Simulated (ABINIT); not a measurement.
# As (R-3m) in ABINIT: further runs

One crystal, As, is run at these levels: LDA, PBEsol; tasks: relaxation of cell and atoms.

Everything below comes from runs of ABINIT 10.8.3 (patched build). Logs are shortened: lines on timing, memory, paths and dates and some standing lists are left out, and cuts for length are marked. The log counts tension as positive stress, the text compression.

**1. The structure**

It takes space group R-3m (No. 166, trigonal). The conventional cell has a = 3.762 Å, b = 3.762 Å, c = 10.542 Å, α = 90.00°, β = 90.00°, γ = 120.00°. Around As (site symmetry 3m) lie 3 As at 2.51 Å.

**2. Relaxation of cell and atoms, LDA**

File run.abi:

```
pp_dirpath "./"
pseudos "As.LDA_PW-JTH.xml"

acell 4.131 4.131 4.131 Angstrom
rprim
     0.4552885255     0.2628609527     0.8506564983
    -0.4552885255     0.2628609527     0.8506564983
     0.0000000000    -0.5257219055     0.8506564983
ntypat 1
znucl 33
natom 2
typat 1 1
xred
     0.2260000000     0.2260000000     0.2260000000
     0.7740000000     0.7740000000     0.7740000000
chkprim 0
chksymtnons 0
tolsym 1.0e-6

ecut 408.170794 eV
pawecutdg 30.0

kptopt 1
ngkpt 9 9 9
nshiftk 1
shiftk 0.0 0.0 0.0

ixc 7

nband 19
occopt 3
tsmear 0.05 eV

nstep 100
tolvrs 1.0e-9

iomode 3
prtwf 0
prtden 0
prteig 0
prtebands 0
enunit 2

ionmov 2
ntime 60
tolmxf 0.0005
optcell 2
dilatmx 1.08
ecutsm 0.5
```

Potentials or basis: JTH PAW LDA v2.0.

Launch:

```console
$ abinit run.abi > log 2>&1
```

run.abo:

```text
.Version 10.8.3 of ABINIT
 Symmetries : space group R-3 m (#166); Bravais hR (rhombohedral)
================================================================================
 Values of the parameters that define the memory need of the present run
     intxc =       0    ionmov =       2      iscf =      17    lmnmax =      18
     lnmax =       6     mgfft =      30  mpssoang =       3    mqgrid =    3001
     natom =       2  nloc_mem =       2    nspden =       1   nspinor =       1
    nsppol =       1      nsym =      12    n1xccc =       1    ntypat =       1
    occopt =       3   xclevel =       1
       mpw =        1036          nfft =       27000          nkpt =          85
 PAW method is used; the additional fine FFT grid is defined by:
   mgfftf=        45    nfftf =     91125
================================================================================
================================================================================

--------------------------------------------------------------------------------
------------- Echo of variables that govern the present computation ------------
--------------------------------------------------------------------------------
 -outvars: echo values of preprocessed input variables --------
            acell      7.8064586261E+00  7.8064586261E+00  7.8064586261E+00 Bohr
              amu      7.49215900E+01
          chkprim           0
      chksymtnons           0
          dilatmx      1.08000000E+00
             ecut      1.50000000E+01 Hartree
           ecutsm      5.00000000E-01 Hartree
           enunit           2
           ionmov           2
                       outvar_i_n : Printing only first  50 k-points.
              ixc           7
                       outvar_i_n : Printing only first  50 k-points.
         kptrlatt        9    0    0      0    9    0      0    0    9
          kptrlen      6.39754387E+01
            natom           2
            nband          19
            ngfft          30      30      30
          ngfftdg          45      45      45
             nkpt          85
            nstep         100
             nsym          12
            ntime          60
           ntypat           1
                       prtocc : prtvol=0, do not print more k-points.
           occopt           3
          optcell           2
        pawecutdg      3.00000000E+01 Hartree
           prtden           0
        prtebands           0
           prteig           0
            prtwf           0
            rprim      4.5528852550E-01  2.6286095270E-01  8.5065649830E-01
                      -4.5528852550E-01  2.6286095270E-01  8.5065649830E-01
                       0.0000000000E+00 -5.2572190550E-01  8.5065649830E-01
          spgroup         166
           tolmxf      5.00000000E-04
           tolsym      1.00000000E-06
           tolvrs      1.00000000E-09
           tsmear      1.83746611E-03 Hartree
            typat      1  1
           useylm           1
                       outvars : Printing only first  50 k-points.
           xangst     -1.7531415844E-17 -9.3360678491E-11  2.3825340323E+00
                      -1.5027569353E-17 -3.1974003639E-10  8.1596519512E+00
            xcart     -3.3129574545E-17 -1.7642611328E-10  4.5023368066E+00
                      -2.8397990416E-17 -6.0422110026E-10  1.5419507470E+01
             xred      2.2600000000E-01  2.2600000000E-01  2.2600000000E-01
                       7.7400000000E-01  7.7400000000E-01  7.7400000000E-01
            znucl       33.00000

================================================================================

 chkinp: Checking input parameters for consistency.

================================================================================
== DATASET  1 ==================================================================

--- !DatasetInfo
iteration_state: {dtset: 1, }
dimensions: {natom: 2, nkpt: 85, mband: 19, nsppol: 1, nspinor: 1, nspden: 1, mpw: 1036, }
cutoff_energies: {ecut:  15.0, pawecutdg:  30.0, }
electrons: {nelect:   3.00000000E+01, charge:   0.00000000E+00, occopt:   3.00000000E+00, tsmear:   1.83746611E-03, }
meta: {optdriver: 0, ionmov: 2, optcell: 2, iscf: 17, paral_kgb: 0, }
...

 Exchange-correlation functional for the present dataset will be:
  LDA: Perdew-Wang 92 LSD fit to Ceperley-Alder data - ixc=7
  J.P.Perdew and Y.Wang, PRB 45, 13244 (1992)

[... 21 lines left out ...]
 Spheres core radius: rc_sph= 2.10391912
 Shapefunction is BESSEL type: shapef(r,l)=aa(1,l)*jl(q(1,l)*r)+aa(2,l)*jl(q(2,l)*r)
 Radius for shape functions =  1.70360438
 Compensation charge density is not taken into account in XC energy/potential

   1.32754048E+03                                ecore*ucvol(ha*bohr**3)
--------------------------------------------------------------------------------

================================================================================

=== [ionmov= 2] Broyden-Fletcher-Goldfarb-Shanno method (forces)
================================================================================

--- Iteration: ( 1/60) Internal Cycle: (1/1)
--------------------------------------------------------------------------------

---SELF-CONSISTENT-FIELD CONVERGENCE--------------------------------------------
[... 683 lines left out ...]
 Difference of energy with previous step (new-old):
           Absolute (Ha)=-3.44128E-05
           Relative     =-1.50757E-07

 At Broyd/MD step   7, gradients are converged :
  max grad (force/stress) = 1.2915E-04 < tolmxf= 5.0000E-04 ha/bohr (free atoms)

================================================================================

 ----iterations are completed or convergence reached----

 Mean square residual over all n,k,spin=   31.793E-13; max=  27.229E-10
 reduced coordinates (array xred) for    2 atoms
       0.230342935186      0.230342935186      0.230342935186
       0.769657064814      0.769657064814      0.769657064814
 rms dE/dt=  2.4637E-04; max dE/dt=  2.4637E-04; dE/dt below (all hartree)
    1      -0.000246374880     -0.000246374880     -0.000246374880
    2       0.000246374880      0.000246374880      0.000246374880

 cartesian coordinates (angstrom) at end:
    1      0.00000000000000    -0.00000000009018     2.30124818457623
    2      0.00000000000000    -0.00000000030131     7.68928259824304

 cartesian forces (hartree/bohr) at end:
    1     -0.00000000000000    -0.00000000000000     0.00003914986341
    2      0.00000000000000     0.00000000000000    -0.00003914986341
 frms,max,avg= 2.2603184E-05 3.9149863E-05   0.000E+00  0.000E+00  0.000E+00 h/b

 cartesian forces (eV/Angstrom) at end:
    1     -0.00000000000000    -0.00000000000000     0.00201316691921
    2      0.00000000000000     0.00000000000000    -0.00201316691921
 frms,max,avg= 1.1623025E-03 2.0131669E-03   0.000E+00  0.000E+00  0.000E+00 e/A
 length scales=  7.513553997467  7.513553997467  7.513553997521 bohr
              =  3.976001545651  3.976001545651  3.976001545680 angstroms
 Fermi (or HOMO) energy (hartree) =   0.25345   Average Vxc (hartree)=  -0.37563
 Eigenvalues (hartree) for nkpt=  85  k points:
 kpt#   1, nband= 19, wtk=  0.00137, kpt=  0.0000  0.0000  0.0000 (reduced coord)
  -1.08250   -1.08250   -1.08080   -1.08080   -1.07982   -1.07821   -1.07821   -1.07785
  -1.07640   -1.07640   -0.30956    0.04981    0.16664    0.17630    0.17630    0.33269
   0.37045    0.37045    0.49403
      occupation numbers for kpt#   1
   2.00000    2.00000    2.00000    2.00000    2.00000    2.00000    2.00000    2.00000
   2.00000    2.00000    2.00000    2.00000    2.00000    2.00000    2.00000    0.00000
   0.00000    0.00000    0.00000
 prteigrs : prtvol=0 or 1, do not print more k-points.

 Fermi (or HOMO) energy (eV) =   6.89663   Average Vxc (eV)= -10.22129
 Eigenvalues (   eV  ) for nkpt=  85  k points:
 kpt#   1, nband= 19, wtk=  0.00137, kpt=  0.0000  0.0000  0.0000 (reduced coord)
 -29.45638  -29.45638  -29.41003  -29.41003  -29.38351  -29.33961  -29.33961  -29.32991
 -29.29026  -29.29026   -8.42364    1.35527    4.53462    4.79742    4.79742    9.05305
  10.08050   10.08050   13.44332
 prteigrs : prtvol=0 or 1, do not print more k-points.

--- !EnergyTerms
iteration_state     : {dtset: 1, itime: 7, icycle: 1, }
comment             : Components of total free energy in Hartree
kinetic             :  7.91818176832145E+00
hartree             :  6.38012571150046E+01
xc                  : -4.31710063410792E+00
Ewald energy        : -1.22567093764269E+02
psp_core            :  4.81866910384553E+00
local_psp           : -1.75766828968142E+02
PAW spherical_terms : -2.15400107088203E+00
internal            : -2.28266916450229E+02
'-kT*entropy'       : -4.86802601864952E-05
total_energy        : -2.28266965130490E+02
total_energy_eV     : -6.21146055536363E+03
...

--- !EnergyTermsDC
iteration_state     : {dtset: 1, itime: 7, icycle: 1, }
comment             : '"Double-counting" decomposition of free energy'
band_energy         : -2.14706624388498E+01
Ewald energy        : -1.22567093764269E+02
psp_core            :  4.81866910384553E+00
xc_dc               : -6.25235719703441E+01
PAW spherical_terms : -2.65242485442875E+01
internal            : -2.28266907613905E+02
'-kT*entropy'       : -4.86802601864952E-05
total_energy_dc     : -2.28266956294165E+02
total_energy_dc_eV  : -6.21146031491499E+03
...

--- !EnergyTermsWithPAWCore
iteration_state     : {dtset: 1, itime: 7, icycle: 1, }
comment             : 'Components of total free energy, including PAW core contributions'
Total energy        : -4.51590335054427E+03
Total energy DC     : -4.51590334170795E+03
Total energy (eV)   : -1.22883990321180E+05
Total energy DC (eV): -1.22883990080731E+05
...

 rms coord change=  4.3429E-03   atom, delta coord (reduced):
     1        0.004342935186      0.004342935186      0.004342935186
     2       -0.004342935186     -0.004342935186     -0.004342935186

 Cartesian components of stress tensor (hartree/bohr^3)
  sigma(1 1)= -1.62381966E-07  sigma(3 2)=  6.85365687E-13
  sigma(2 2)= -1.62378900E-07  sigma(3 1)=  0.00000000E+00
  sigma(3 3)=  1.29146373E-06  sigma(2 1)=  0.00000000E+00

-Cartesian components of stress tensor (GPa)         [Pressure= -9.4805E-03 GPa]
- sigma(1 1)= -4.77744239E-03  sigma(3 2)=  2.01641547E-08
- sigma(2 2)= -4.77735218E-03  sigma(3 1)=  0.00000000E+00
- sigma(3 3)=  3.79961746E-02  sigma(2 1)=  0.00000000E+00

== END DATASET(S) ==============================================================
================================================================================

 -outvars: echo values of variables after computation  --------
            acell      7.5135539975E+00  7.5135539975E+00  7.5135539975E+00 Bohr
           etotal     -2.2826695629E+02
            fcart     -1.2532753098E-20 -1.5080326235E-20  3.9149863408E-05
                       1.2532753098E-20  1.5080326235E-20 -3.9149863408E-05
            rprim      4.7313657689E-01  2.7316552998E-01  8.3756932420E-01
                      -4.7313657689E-01  2.7316552998E-01  8.3756932420E-01
                       0.0000000000E+00 -5.4633106005E-01  8.3756932419E-01
           strten     -1.6238196638E-07 -1.6237890033E-07  1.2914637256E-06
                       6.8536568733E-13  0.0000000000E+00  0.0000000000E+00
           xangst      1.1801265922E-16 -9.0175466117E-11  2.3012481846E+00
                       2.8670373491E-16 -3.0130729976E-10  7.6892825982E+00
             xred      2.3034293519E-01  2.3034293519E-01  2.3034293519E-01
                       7.6965706481E-01  7.6965706481E-01  7.6965706481E-01
 Calculation completed.
```

Run time: 5 min. Hardware: 1 thread of Intel Xeon Platinum 8488C (Sapphire Rapids), shared host; peak memory 0.13 GiB.

What came out:

```
Free energy                                           : -6211.4603 eV
Relaxed volume                                        : 20.41 Å³/atom
Relaxed cell                                          : a = 3.976 Å, b = 3.976 Å, c = 3.976 Å, α = 56.48°, β = 56.48°, γ = 56.48°
Space group after relaxing (to 0.05 Å)                : R-3m (No. 166)
Energy gained by relaxing                             : 13.3 meV/atom
Ionic steps                                           : 7
Pressure after relaxing                               : 0.0 GPa
Band gap on the k mesh                                : 0.09 eV, indirect (least direct gap 0.60 eV)
Valence electrons inside the program's atomic spheres : As 12.62 (radii [1.1133] Å)
```

Forces in eV/Å, atoms in the order of the input:
```
As   0.000  0.000  0.002
As   0.000  0.000 -0.002
```

The path:
| step | energy change (eV) | largest force (eV/Å) | pressure (GPa) | volume (Å³) |
| --- | --- | --- | --- | --- |
| 1 | 0.0000 | 0.2734 | -1.34 | 43.06 |
| 2 | -0.0029 | 0.2519 | -1.18 | 42.88 |
| 3 | -0.0166 | 0.0389 | 0.49 | 41.24 |
| 4 | -0.0176 | 0.0227 | 0.40 | 41.23 |
| 5 | -0.0252 | 0.1358 | -0.56 | 40.99 |
| 6 | -0.0257 | 0.1022 | -0.45 | 40.98 |
| 7 | -0.0266 | 0.0020 | -0.01 | 40.82 |

Final structure:
```
CELL_PARAMETERS angstrom
1.88119 1.08611 3.33018
-1.88119 1.08611 3.33018
0.00000 -2.17221 3.33018
ATOMIC_POSITIONS crystal
As 0.23034 0.23034 0.23034
As 0.76966 0.76966 0.76966
```

Levels at points of the mesh, in eV from the valence-band top:
| k point | band 11 | band 12 | band 13 | band 14 | band 15 | band 16 | band 17 | band 18 | band 19 |
| --- | --- | --- | --- | --- | --- | --- | --- | --- | --- |
| (0.00, 0.00, 0.00) | -15.26 | -5.48 | -2.30 | -2.04 | -2.04 | 2.22 | 3.24 | 3.24 | 6.61 |

Caveat: an odd mesh through Γ misses points on the zone boundary, where band edges often lie.

**3. Relaxation of cell and atoms, PBEsol**

run.abi, as its differences from that of step 2:

```diff
@@ -1,3 +1,3 @@
 pp_dirpath "./"
-pseudos "As.LDA_PW-JTH.xml"
+pseudos "As.GGA_PBE-JTH.xml"
 
@@ -21,2 +21,3 @@
 pawecutdg 30.0
+pawxcdev 0
 
@@ -27,3 +28,3 @@
 
-ixc 7
+ixc -116133
```

Potentials or basis: JTH PAW PBE v2.0.

Launch:

```console
$ abinit run.abi > log 2>&1
```

Wall time 8.6 min (1 thread of Intel Xeon Platinum 8488C (Sapphire Rapids), shared host); peak memory 0.15 GiB.

The run converged. Its results:

| Item | Value |
| --- | --- |
| Free energy | -6195.7058 eV |
| Relaxed volume | 20.88 Å³/atom |
| Relaxed cell | a = 4.011 Å, b = 4.011 Å, c = 4.011 Å, α = 56.32°, β = 56.32°, γ = 56.32° |
| Space group after relaxing (to 0.05 Å) | R-3m (No. 166) |
| Energy gained by relaxing | 9.6 meV/atom |
| Ionic steps | 11 |
| Pressure after relaxing | 0.0 GPa |
| Largest force after relaxing | 0.013 eV/Å |
| Band gap on the k mesh | 0.09 eV, indirect (least direct gap 0.60 eV) |
| Valence electrons inside the program's atomic spheres | As 12.59 (radii [1.1133] Å) |

Forces in eV/Å, atoms in the order of the input:
```
As   0.000  0.000  0.013
As   0.000  0.000 -0.013
```

Step by step:
```tsv
step	energy change (eV)	largest force (eV/Å)	pressure (GPa)	volume (Å³)
1	0.0000	0.3934	0.38	43.06
2	-0.0030	0.3146	0.07	43.11
3	-0.0092	0.0318	-0.88	43.17
4	-0.0103	0.0130	-0.90	43.06
5	-0.0141	0.1080	-0.52	42.42
6	-0.0159	0.1059	0.02	41.91
7	-0.0170	0.0648	0.42	41.63
8	-0.0180	0.0074	0.61	41.52
9	-0.0188	0.0365	0.51	41.58
10	-0.0192	0.0356	0.24	41.69
11	-0.0193	0.0129	0.04	41.76
```

Final structure:
```
CELL_PARAMETERS angstrom
1.89315 1.09301 3.36320
-1.89315 1.09301 3.36320
0.00000 -2.18602 3.36320
ATOMIC_POSITIONS crystal
As 0.23006 0.23006 0.23006
As 0.76994 0.76994 0.76994
```

Levels at points of the mesh, in eV from the valence-band top:
| k point | band 12 | band 13 | band 14 | band 15 | band 16 | band 17 | band 18 | band 19 |
| --- | --- | --- | --- | --- | --- | --- | --- | --- |
| (0.00, 0.00, 0.00) | -5.48 | -2.26 | -1.99 | -1.99 | 2.17 | 3.21 | 3.21 | 6.57 |

Caveat: the PAW data sets were made with another functional, which shifts forces and pressure a little; an odd mesh through Γ misses points on the zone boundary, where band edges often lie.
